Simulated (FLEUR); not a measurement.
# Zr (P6_3/mmc) in FLEUR: a series of runs, part 2 of 2

FLEUR MaX-R8.1 (later development tree).

### 3 Equation of state, LDA, 21.88 Å³/atom (volume scaled by 0.94)

Input file inp.xml:

```xml
<?xml version="1.0" encoding="UTF-8" standalone="no"?>
<fleurInput fleurInputVersion="0.39">
   <comment>
      Zr                                                                                                  
   </comment>
   <calculationSetup>
      <cutoffs Kmax="4.1" Gmax="12.7" GmaxXC="12.7" numbands="0"/>
      <scfLoop itmax="60" minDistance="0.00001" maxIterBroyd="15" imix="Anderson" alpha="0.05" precondParam="0.0" spinf="2.0" sdNocoIR="T"/>
      <coreElectrons ctail="T" frcor="F" kcrel="0" coretail_lmax="0"/>
      <xcFunctional name="vwn" relativisticCorrections="F"/>
      <magnetism jspins="1"/>
      <soc l_soc="F" theta="0.0" phi="0.0" spav="F"/>
      <expertModes spex="0" secvar="F"/>
      <geometryOptimization l_f="F" forcealpha="1.0" forcemix="BFGS" epsdisp="0.00001" epsforce="0.00001"/>
      <ldaU l_linMix="F" mixParam="0.05" spinf="1.0"/>
   </calculationSetup>
   <cell>
      <bzIntegration valenceElectrons="24.0" mode="hist" fermiSmearingEnergy="0.00183747">
         <kPointListSelection listName="default-1"/>
         <!-- k-points included here -->
         <xi:include xmlns:xi="http://www.w3.org/2001/XInclude" href="kpts.xml"> </xi:include>
      </bzIntegration>
      <!-- symmetry operations included here -->
      <xi:include xmlns:xi="http://www.w3.org/2001/XInclude" href="sym.xml"> </xi:include>
      <bulkLattice scale="0.9795861087">
         <bravaisMatrix>
            <row-1>    6.1075948347072000     0.0000000000000000     0.0000000000000000</row-1>
            <row-2>   -3.0537974173536000     5.2893322828198945     0.0000000000000000</row-2>
            <row-3>    0.0000000000000000     0.0000000000000000     9.7264203633161994</row-3>
         </bravaisMatrix>
      </bulkLattice>
   </cell>
   <atomSpecies>
      <species name="Zirconium (Zr)" element="Zr" atomicNumber="40">
         <mtSphere radius="2.66" gridPoints="879" logIncrement="0.015"/>
         <atomicCutoffs lmax="10" lnonsphr="10"/>
         <electronConfig flipSpins="F">
            <coreConfig>(1s1/2) (2s1/2) (2p1/2) (2p3/2) (3s1/2) (3p1/2) (3p3/2) (3d3/2) (3d5/2)</coreConfig>
            <valenceConfig>(4s1/2) (4p1/2) (4p3/2) (5s1/2) (4d3/2) (4d5/2)</valenceConfig>
            <stateOccupation state="(4d3/2)" spinUp="0.400000" spinDown="0.400000"/>
            <stateOccupation state="(4d5/2)" spinUp="0.600000" spinDown="0.600000"/>
         </electronConfig>
         <energyParameters s="5" p="5" d="4" f="4"/>
         <lo type="SCLO" l="0" n="4" eDeriv="0"/>
         <lo type="SCLO" l="1" n="4" eDeriv="0"/>
         <lo type="SCLO" l="1" n="4" eDeriv="1"/>
         <lo type="SCLO" l="2" n="4" eDeriv="2"/>
         <lo type="SCLO" l="3" n="4" eDeriv="2"/>
      </species>
   </atomSpecies>
   <atomGroups>
      <atomGroup species="Zirconium (Zr)">
         <relPos label="                   1">-1.000/3.000 1.000/3.000 -1.000/4.000</relPos>
         <relPos label="                   2">1.000/3.000 -1.000/3.000 1.000/4.000</relPos>
         <force calculate="T" relaxXYZ="TTT"/>
      </atomGroup>
   </atomGroups>
   <output dos="F" band="F" slice="F">
      <checks vchk="F" cdinf="F"/>
      <bandDOS minEnergy="-.5*Htr" maxEnergy="0.5*Htr" sigma="0.015" storeEVData="T"/>
      <vacuumDOS vacdos="F" integ="F" star="F" nstars="0" locx1="0.0" locy1="0.0" locx2="0.0" locy2="0.0" nstm="0" tworkf="0.0"/>
      <unfoldingBand unfoldBand="F" supercellX="1" supercellY="1" supercellZ="1"/>
      <plotting iplot="0" polar="F">
         <plot TwoD="T" vec1="  1.0  0.0  0.0" vec2="  0.0  1.0  0.0" vec3="  0.0  0.0  1.0" zero="  0.0  0.0  0.0" file="plot"/>
      </plotting>
      <chargeDensitySlicing numkpt="0" minEigenval="0.0" maxEigenval="0.0" nnne="0" pallst="F"/>
      <specialOutput eonly="F"/>
      <moessbauerParams electricFieldGradient="T" isomerShift="T" coreHyperfine="T" valenceHyperfine="T"/>
      <magneticCircularDichroism mcd="F" energyLo="-10.0" energyUp="0.0"/>
   </output>
  <!-- We include the file relax.xml here to enable relaxations (see documentation) -->
  <xi:include xmlns:xi="http://www.w3.org/2001/XInclude" href="relax.xml"> <xi:fallback/> </xi:include>
</fleurInput>
```

Potentials or basis: all-electron, FLAPW.

Launch:

```sh
$ inpgen -f crystal.txt -profile fastHighL
$ # inp.xml edited to the form shown
$ fleur_MPI
```

The log of the run:

```text
Welcome to FLEUR        (www.flapw.de)
      MaX-Release 8.1          (www.max-centre.eu)

 ========== k-point set info ==========
 Selected k-point list: default-1
 k-point list type: mesh
 9 x 9 x 5
 Number of k points: 36

 ------------Calculation Setup---------------------------
 Number of MPI-tasks      :            1
 Number of PE/node        :            1
 Number of OMP-threads    :            1
 Most efficient MPI parallelization for:
           1           2           3           4           6           9          12          18          36
 Additional eigenvalue parallelization possible
 Number of basis functions:          421
 Approximate size of matrices (H+S) per k-point:         0.003 GB
 --------------------------------------------------------
 Iteration:     1   Distance:       4.55820475 me/bohr^3
 Iteration:     2   Distance:       4.20471811 me/bohr^3
 Iteration:     3   Distance:       1.40655372 me/bohr^3
 Iteration:     4   Distance:       0.38015806 me/bohr^3
 Iteration:     5   Distance:       0.32159580 me/bohr^3
 Iteration:     6   Distance:       0.03575444 me/bohr^3
 Iteration:     7   Distance:       0.03687196 me/bohr^3
 Iteration:     8   Distance:       0.00413206 me/bohr^3
 Iteration:     9   Distance:       0.00054303 me/bohr^3
 Iteration:    10   Distance:       0.00048306 me/bohr^3
 Iteration:    11   Distance:       0.00003811 me/bohr^3
 Iteration:    12   Distance:       0.00000954 me/bohr^3

 ********************************************************************
 Run finished successfully
 Stop message:
   all done
 ********************************************************************
```

out.xml (last iteration):

```text
<iteration numberForCurrentRun="   12" overallNumber="   12">
         <energyParameters units="Htr">
            <atomicEP atomType="1" spin="1" branch="5s" branchLowest="-1.33" branchHighest="2.08" value="0.3089016042"/>
            <atomicEP atomType="1" spin="1" branch="5p" branchLowest="-0.48" branchHighest="2.69" value="0.4224201104"/>
            <atomicEP atomType="1" spin="1" branch="4d" branchLowest="-5.78" branchHighest="0.84" value="0.4190407749"/>
            <atomicEP atomType="1" spin="1" branch="4f" branchLowest="-9.99" branchHighest="2.16" value="0.6741701769"/>
            <loAtomicEP atomType="1" spin="1" branch="4s" branchLowest="-14.18" branchHighest="-1.33" value="-1.3627106653"/>
            <loAtomicEP atomType="1" spin="1" branch="4p" branchLowest="-11.01" branchHighest="-0.48" value="-0.5609352105"/>
            <loAtomicEP atomType="1" spin="1" branch="4p" branchLowest="-11.01" branchHighest="-0.48" value="-0.5609352105"/>
            <loAtomicEP atomType="1" spin="1" branch="4d" branchLowest="-5.78" branchHighest="0.84" value="0.4181108674"/>
            <loAtomicEP atomType="1" spin="1" branch="4f" branchLowest="-9.99" branchHighest="2.16" value="0.6741724330"/>
         </energyParameters>
         <eigenvalues>
            <eigenvaluesAt spin="1" ikpt="1" k_x="0.00000000" k_y="0.00000000" k_z="0.00000000">
                      -1.3694249620       -1.3619823617       -0.5865347050       -0.5474556215       -0.5474556215
                      -0.5411039151       -0.5411039151       -0.5409080709        0.2050043053        0.2982068343
                       0.4468611236        0.4468611237        0.4533113620        0.4713703501        0.4745291423
                       0.4745291423        0.4971826273        0.4971826273        0.5890945703
            </eigenvaluesAt>
            <eigenvaluesAt spin="1" ikpt="2" k_x="0.00000000" k_y="0.00000000" k_z="0.20000000">
                      -1.3687293175       -1.3627085201       -0.5824738271       -0.5468562830       -0.5468562830
                      -0.5456065680       -0.5417177578       -0.5417177578        0.2180351800        0.2981102595
                       0.4413987102        0.4413987102        0.4436251105        0.4482949845        0.4652479992
                       0.4652479992        0.5158990238        0.5158990238        0.5921984288
            </eigenvaluesAt>
[... 37 lines left out ...]
         </allElectronCharges>
         <moessbauerParams unitsHFF="kG" unitsIS="e/bohr^3" unitsEFG="Htr/bohr^2">
            <coreIsomerShift atomType="1" isTotal="74885.36550">
               <shell n="1" l="0" isomerShift="66344.27906"/>
               <shell n="2" l="0" isomerShift="7171.46366"/>
               <shell n="2" l="1" isomerShift="104.21931"/>
               <shell n="3" l="0" isomerShift="1246.43840"/>
               <shell n="3" l="1" isomerShift="18.96506"/>
               <shell n="3" l="2" isomerShift="0.00000"/>
            </coreIsomerShift>
            <isomerShift atomType="1" nucleusRadius="0.0001063" averageDensity="75097.10456"/>
            <electricFieldGradient atomType="1" VXX="-0.26017" VYY="-0.26017" VZZ="0.52034" asymParam="0.00000">
            </electricFieldGradient>
         </moessbauerParams>
         <totalEnergy                                    value="    -7190.6534066968" units="Htr">
            <sumOfEigenvalues                            value="    -4249.4220349152">
               <coreElectrons value="-4240.0467901787"/>
               <valenceElectrons value="-9.3752447365"/>
            </sumOfEigenvalues>
            <densityCoulombPotentialIntegral value="-11384.9145253236"/>
            <densityEffectivePotentialIntegral value="-11677.6138900161"/>
            <chargeDenXCDenIntegral value="-220.8477008158"/>
            <FockExchangeEnergyValence value="0.0000000000"/>
            <FockExchangeEnergyCore value="0.0000000000"/>
            <atomTypeDependentContributions atomType="1">
               <electronNucleiInteractionDifferentMTs value="8664.1587415069"/>
               <MadelungTerm value="-41.3815568131"/>
            </atomTypeDependentContributions>
            <tkbTimesEntropy value="0.0006454742"/>
            <freeEnergy value="-7190.6540521710"/>
            <extrapolationTo0K value="-7190.6537294339"/>
         </totalEnergy>
         <densityConvergence units="me/bohr^3">
            <chargeDensity spin="1" distance="0.0000095354"/>
         </densityConvergence>
      </iteration>
```

It took 16 s on 1 thread of AMD EPYC 9R45 (Zen 5), shared host; peak memory 0.08 GiB.

What came out:

* Free energy: -195667.6648 eV
* Band gap on the k mesh: none (metal or under the smearing width)
* Valence electrons inside the program's atomic spheres: Zr 10.21 (radii Zr 2.66 bohr)

### 4 Equation of state, LDA, 22.35 Å³/atom (volume scaled by 0.96)

Edit inp.xml of step 3 so:

```diff
@@ -24,3 +24,3 @@
       <xi:include xmlns:xi="http://www.w3.org/2001/XInclude" href="sym.xml"> </xi:include>
-      <bulkLattice scale="0.9795861087">
+      <bulkLattice scale="0.9864848297">
          <bravaisMatrix>
```

Launch:

```sh
$ inpgen -f crystal.txt -profile fastHighL
$ # inp.xml edited to the form shown
$ fleur_MPI
```

Wall time 17 s (1 thread of AMD EPYC 9R45 (Zen 5), shared host); peak memory 0.08 GiB.

Results (log left out):

* Free energy: -195667.6566 eV
* Band gap on the k mesh: none (metal or under the smearing width)
* Valence electrons inside the program's atomic spheres: Zr 10.17 (radii Zr 2.66 bohr)

### 5 Equation of state, LDA, 23.28 Å³/atom

Edit inp.xml of step 4 so:

```diff
@@ -24,3 +24,3 @@
       <xi:include xmlns:xi="http://www.w3.org/2001/XInclude" href="sym.xml"> </xi:include>
-      <bulkLattice scale="0.9864848297">
+      <bulkLattice scale="1.0000000000">
          <bravaisMatrix>
```

Launch:

```sh
$ inpgen -f crystal.txt -profile fastHighL
$ # inp.xml edited to the form shown
$ fleur_MPI
```

Wall time 19 s (1 thread of AMD EPYC 9R45 (Zen 5), shared host); peak memory 0.08 GiB.

It converged, with:

```yaml
Free_energy: -195667.6059 eV
Band_gap_on_the_k_mesh: none (metal or under the smearing width)
Valence_electrons_inside_the_program's_atomic_spheres: Zr 10.11 (radii Zr 2.66 bohr)
```

### 6 Equation of state, LDA, 24.21 Å³/atom (volume scaled by 1.04)

Edit inp.xml of step 5 so:

```diff
@@ -24,3 +24,3 @@
       <xi:include xmlns:xi="http://www.w3.org/2001/XInclude" href="sym.xml"> </xi:include>
-      <bulkLattice scale="1.0000000000">
+      <bulkLattice scale="1.0131594038">
          <bravaisMatrix>
```

Potentials or basis: all-electron, FLAPW.

Launch:

```sh
$ inpgen -f crystal.txt -profile fastHighL
$ # inp.xml edited to the form shown
$ fleur_MPI
```

Run time: 21 s. Hardware: 1 thread of AMD EPYC 9R45 (Zen 5), shared host; peak memory 0.08 GiB.

It converged, with:

* Free energy: -195667.5161 eV
* Band gap on the k mesh: none (metal or under the smearing width)
* Valence electrons inside the program's atomic spheres: Zr 10.05 (radii Zr 2.66 bohr)

### 7 Equation of state, LDA, 24.68 Å³/atom (volume scaled by 1.06)

Edit inp.xml of step 6 so:

```diff
@@ -24,3 +24,3 @@
       <xi:include xmlns:xi="http://www.w3.org/2001/XInclude" href="sym.xml"> </xi:include>
-      <bulkLattice scale="1.0131594038">
+      <bulkLattice scale="1.0196128224">
          <bravaisMatrix>
```

Launch:

```sh
$ inpgen -f crystal.txt -profile fastHighL
$ # inp.xml edited to the form shown
$ fleur_MPI
```

Run time: 21 s. Hardware: 1 thread of AMD EPYC 9R45 (Zen 5), shared host; peak memory 0.08 GiB.

The run converged. Its results:

```yaml
Free_energy: -195667.4586 eV
Band_gap_on_the_k_mesh: none (metal or under the smearing width)
Valence_electrons_inside_the_program's_atomic_spheres: Zr 10.03 (radii Zr 2.66 bohr)
```

### 8 Equation of state, LDA

No new run: the results of the series are fitted here.

What came out:

| Quantity | Value |
| --- | --- |
| Equilibrium volume | 21.81 Å³/atom (rough: see the caveat) |
| Bulk modulus at fixed shape and positions | 105 GPa (rough) |

Energy against volume, from the lowest point:
```tsv
volume (Å³/atom)	energy (meV/atom)
21.884	0.00
22.350	4.11
23.281	29.42
24.212	74.33
24.678	103.09
```

Caveat: the minimum lies outside the volumes run; the cell was scaled at fixed shape and fractional positions, which overstates the stiffness of a crystal with free parameters, most of all of layers and chains.
